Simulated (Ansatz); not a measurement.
Density of states of Pt (P6_3/mmc, a = 2.759 Å, b = 2.759 Å, c = 4.781 Å, α = 90.00°, β = 90.00°, γ = 120.00°), in states per eV and primitive cell, averaged over bins of 0.4 eV. The calculation used DFT PBE, scalar-relativistic, plane waves, PAW in Ansatz.

Cutoff 420 eV; k points 18×18×10 on the computed 2-atom cell (Γ-centred); Gaussian smearing, width 0.10 eV; no spin polarisation.

The cell is relaxed at this level. The states (both spins) are summed by tetrahedra on a 27×27×15 mesh at the self-consistent density. Energies are bin centres; the table starts no lower than −8 eV and ends at 6 eV, or lower where the solved bands end.

It is a metal at this level.

```tsv
E − E_F (eV)	total	Pt 5d	Pt 6s
-7.85	0.26	0.02	0.23
-7.45	0.35	0.05	0.29
-7.05	0.55	0.17	0.38
-6.65	1.39	0.81	0.56
-6.25	2.26	1.69	0.55
-5.85	2.30	1.88	0.41
-5.45	2.17	1.97	0.18
-5.05	3.34	3.13	0.18
-4.65	2.79	2.66	0.09
-4.25	2.91	2.75	0.11
-3.85	2.93	2.76	0.13
-3.45	3.62	3.40	0.15
-3.05	3.36	3.11	0.17
-2.65	3.88	3.61	0.16
-2.25	2.66	2.47	0.11
-1.85	2.53	2.36	0.09
-1.45	2.30	2.17	0.07
-1.05	2.37	2.27	0.06
-0.65	3.01	2.89	0.08
-0.25	3.94	3.80	0.10
0.15	3.23	3.07	0.13
0.55	0.71	0.52	0.15
0.95	0.58	0.34	0.17
1.35	0.58	0.29	0.19
1.75	0.58	0.25	0.20
2.15	0.57	0.21	0.21
2.55	0.53	0.17	0.21
2.95	0.51	0.14	0.21
3.35	0.49	0.11	0.20
3.75	0.50	0.09	0.21
4.15	0.54	0.09	0.24
4.55	0.56	0.08	0.29
4.95	0.56	0.07	0.28
5.35	0.43	0.04	0.18
5.75	0.33	0.02	0.13
```

The columns after the total are the Löwdin projections on the occupied valence shells of the potentials. The rest of the total lies in shells that are empty in the free atom, which aren't projected, and between the atoms.

Spin-orbit coupling is left out, which matters for the bands of heavy elements.

This form isn't the element's structure at ambient conditions.

Cost: 1 run of about 0.53 core-minutes, on Arm Neoverse V1 (shared hosts).